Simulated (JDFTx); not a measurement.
# AlN under changes of volume

One of the cells (10.451 Å³/atom); the others are scaled copies at fixed shape and fractional positions:

```
Al N
1.0
     3.11300    0.00000    0.00000
    -1.55650    2.69594    0.00000
     0.00000    0.00000    4.98100
Al N
2 2
Cartesian
  1.5565 0.8986 2.4905
  0.0000 1.7973 0.0000
  1.5565 0.8986 4.3833
  0.0000 1.7973 1.8928
```

| Quantity | Value |
| --- | --- |
| Program | JDFTx 1.7.0 (patched build) |
| Functional | PBE |
| Potentials or basis | PseudoDojo-SR-PBE-0.5-standard |
| Cutoff | 1143 eV |
| Density cutoff | 9143 eV |
| k mesh | 10 × 10 × 6 |
| Occupations | fermi-dirac, width 0.05 eV |
| Spin | no spin polarisation |

```tsv
volume (Å³/atom)	energy over the lowest point (meV/atom)	pressure (GPa)	gap on the mesh (eV)	largest force (eV/Å)
9.824	41.79	17.8	4.77	0.181
10.033	22.09	12.5	4.58	0.163
10.242	8.96	7.7	4.40	0.146
10.451	?	?	?	?
10.660	0.00	-0.6	4.05	0.116
10.869	3.12	-4.2	3.88	0.102
11.078	10.69	-7.4	3.72	0.090
```

What does the run at 10.451 Å³/atom give?

Energy over the lowest point 1.78 meV/atom; pressure 3.4 GPa; gap on the mesh 4.22 eV; largest force 0.131 eV/Å.

Worked out: A Birch-Murnaghan fit of order 3 (a polynomial in V^(-2/3)) to the other rows has its minimum at 10.63 Å³/atom with B0 = V·E''(V) = 194 GPa and B' = 3.9 at fixed shape and positions, which overstates the stiffness. It gives 1.78 meV/atom at 10.451 Å³/atom, against the run's 1.78, and -dE/dV = 3.4 GPa, against 3.4. A straight line through the other rows of the gap, of slope -8.74 eV per unit of ln V (its deformation potential), gives 4.23 eV, against the run's 4.22.

Energies are extrapolated to zero smearing.

A mesh can miss the band edges.
